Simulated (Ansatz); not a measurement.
SrF2:
```yaml
crystal:
  lattice:
    - [0.00000, 2.92867, 2.92867]
    - [2.92867, 0.00000, 2.92867]
    - [2.92867, 2.92867, 0.00000]
  atoms:
    - { symbol: Sr, position: [0.00000, 0.00000, 0.00000] }
    - { symbol: F, position: [0.25000, 0.25000, 0.25000] }
    - { symbol: F, position: [0.75000, 0.75000, 0.75000] }
```

Relaxed with PBE. Special points in fractions of this cell's reciprocal vectors: Γ (0.000, 0.000, 0.000); X (0.500, 0.000, 0.500); U (0.625, 0.250, 0.625); K (0.375, 0.375, 0.750); L (0.500, 0.500, 0.500); W (0.500, 0.250, 0.750).

Task: List the band energies nearest the valence-band maximum at these points for DFT-PBE in the program Ansatz with PAW potentials.

Result: In eV from the valence-band maximum; about four levels below and three above (degenerate sets whole), none deeper than 8.9 eV; points with the same levels are listed once.

```csv
k,below,above
Γ,-1.62 -1.62 -1.62 -0.10 -0.10 -0.10,6.78 9.99 9.99
X,-0.92 -0.92 -0.26 -0.26 0.00,8.11 10.03 11.39
U,-0.85 -0.48 -0.23 -0.07,8.39 10.26 10.77
L,-0.88 -0.72 -0.44 -0.44,9.99 10.08 10.08
W,-0.61 -0.61 -0.20 -0.07,8.43 10.63 10.63
```

Space group Fm-3m (fluorite). Symmetry was held in the PBE relaxation; phonons on a q-mesh show no instability. Spin–orbit coupling is left out wherever it is not named.

Potentials: the later of the program's two PAW sets.
